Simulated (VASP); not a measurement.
Here is a VASP 6.6.1 calculation.

File INCAR:

```
SYSTEM = TiO
PREC = Accurate ; ENCUT = 520
EDIFF = 1E-6 ; ISMEAR = -1
SIGMA = 0.05 ; LREAL = .False.
LASPH = .True. ; NELM = 60
ALGO = Normal ; ISIF = 2
LWAVE = .False. ; LCHARG = .False.
LMAXMIX = 4 ; METAGGA = RSCAN
LMIXTAU = .True.
```

KPOINTS

```
Automatic mesh
0
Gamma
  10 10 8
  0 0 0
```

The input POSCAR:

```
TiO
1.0
    3.0310000000      0.0000000000      0.0000000000
   -1.5155000000      2.6249229989      0.0000000000
    0.0000000000      0.0000000000      3.2377000000
Ti O
1 1
Direct
    0.6666666667      0.3333333333      0.0000000000
    0.0000000000      0.0000000000      0.5000000000
```

File KPOINTS_OPT:

```
path GMKGALHA,LM,KH
10
line-mode
reciprocal
 0.0000000000  0.0000000000  0.0000000000  G
 0.5000000000  0.0000000000  0.0000000000  M

 0.5000000000  0.0000000000  0.0000000000  M
 0.3333333333  0.3333333333  0.0000000000  K

 0.3333333333  0.3333333333  0.0000000000  K
 0.0000000000  0.0000000000  0.0000000000  G

 0.0000000000  0.0000000000  0.0000000000  G
 0.0000000000  0.0000000000  0.5000000000  A

 0.0000000000  0.0000000000  0.5000000000  A
 0.5000000000  0.0000000000  0.5000000000  L

 0.5000000000  0.0000000000  0.5000000000  L
 0.3333333333  0.3333333333  0.5000000000  H

 0.3333333333  0.3333333333  0.5000000000  H
 0.0000000000  0.0000000000  0.5000000000  A

 0.5000000000  0.0000000000  0.5000000000  L
 0.5000000000  0.0000000000  0.0000000000  M

 0.3333333333  0.3333333333  0.0000000000  K
 0.3333333333  0.3333333333  0.5000000000  H
```

Potentials or basis: VASP PAW PBE potentials, release 64 (Ti_sv, O).

Command:

```sh
$ cat potpaw_PBE.64/Ti_sv/POTCAR potpaw_PBE.64/O/POTCAR > POTCAR
$ mpirun -np 1 vasp_std > vasp.out
```

Q: Predict the band gap along the path.

A: 0.16 eV, direct.

Q: Predict the pressure.

A: -39.8 GPa.

Q: What does it give for the band gap on the k mesh?

A: 0.16 eV, direct.

Stress tensor (GPa, compression positive):
```
-32.64   0.00   0.00
  0.00 -32.64   0.00
  0.00   0.00 -54.02
```

Caveat: a pressure of tens of GPa on the cell as given is suspect, and the run, the potentials or the cell itself is likely at fault; the PAW data sets were made with another functional, which shifts forces and pressure a little.
